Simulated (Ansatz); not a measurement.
Which start gave this state of EuO?

The cell (4 atoms) is EuO as a measured crystal structure (space group Fm-3m, primitive cell doubled). Source: COD entry 9008633, which need not be the ambient phase.

```
Eu O
1.0
     0.00000    2.57195    2.57195
     2.57195    0.00000    2.57195
     5.14390    5.14390    0.00000
Eu O
2 2
Direct
  0.00000 0.00000 0.00000
  0.00000 0.00000 0.50000
  0.50000 0.50000 0.25000
  0.50000 0.50000 0.75000
```

Site labels below count the atoms in this order, from 1.

Level of theory: DFT, PBE+U, PAW, plane waves, scalar-relativistic (Ansatz development build ahead of 0.2.0).

```json
{
  "Hubbard term (Dudarev form)": "U − J = 5.3 eV on Eu f, on Löwdin-orthonormalised all-electron atomic orbitals",
  "Plane-wave cutoff": "420 eV",
  "k-point mesh": "6×6×3 (Γ-centred)",
  "Occupations": "Fermi–Dirac smearing, 0.03 eV",
  "Valence electrons": "46"
}
```

Moments by site are taken inside atomic spheres; the rest lies between them.

Spin–orbit coupling is left out, so orbital moments of the f shell are missing. A static U favours moments and orbital order; the result depends on U and need not be the measured state.

In a plain SCF nothing is tried after convergence. By default the program goes on after convergence only on a hint of a lower state. With a search on, the program may also reshape the start on open shells.

One run gave this history:

```
iteration  Harris–Foulkes energy + 18672 (eV)  largest residual (eV)  M (μB)  absolute moment (μB)
        1                              0.3985               5.84e+01    0.00                 14.18
        2                             15.9482               2.77e+00    0.00                 14.12
        3                             10.5848               4.94e-01    0.00                 14.10
        4                              5.1114               5.68e-02    0.00                 14.07
        5                              1.7487               2.26e-02    0.00                 14.07
        6                              0.3550               2.30e-02    0.00                 14.06
        7                             -0.4694               1.82e-02    0.00                 14.05
        9                             -0.9599               8.22e-03    0.00                 14.05
       10                             -1.1182               5.75e-04    0.00                 14.05
       11                             -1.1185               6.82e-05    0.00                 14.05
       12                             -1.1185               4.11e-05    0.00                 14.05
       13                             -1.1185               5.73e-06    0.00                 14.05
       14                             -1.1185               1.58e-07    0.00                 14.05
       15                             -1.1185               3.58e-08    0.00                 14.05
```

It ended antiferromagnetic, site moments Eu1 6.74, Eu2 -6.74 μB, total 0.00 μB per cell, a gap of 0.77 eV on the k-mesh.

Problem. These set-ups ended in different states. Which one gave the run above?
A. parallel moments, default search for lower states [Eu1 7.00, Eu2 7.00 μB]
B. opposed moments +-, plain SCF [Eu1 7.00, Eu2 -7.00 μB]
C. a moment on one site alone, plain SCF [Eu1 7.00 μB]

Solution. B. The others ended as follows, with energies against this run: “parallel moments, default search for lower states” ferromagnetic, -10.9 meV/atom; “a moment on one site alone, plain SCF” ferrimagnetic, +1360 meV/atom.
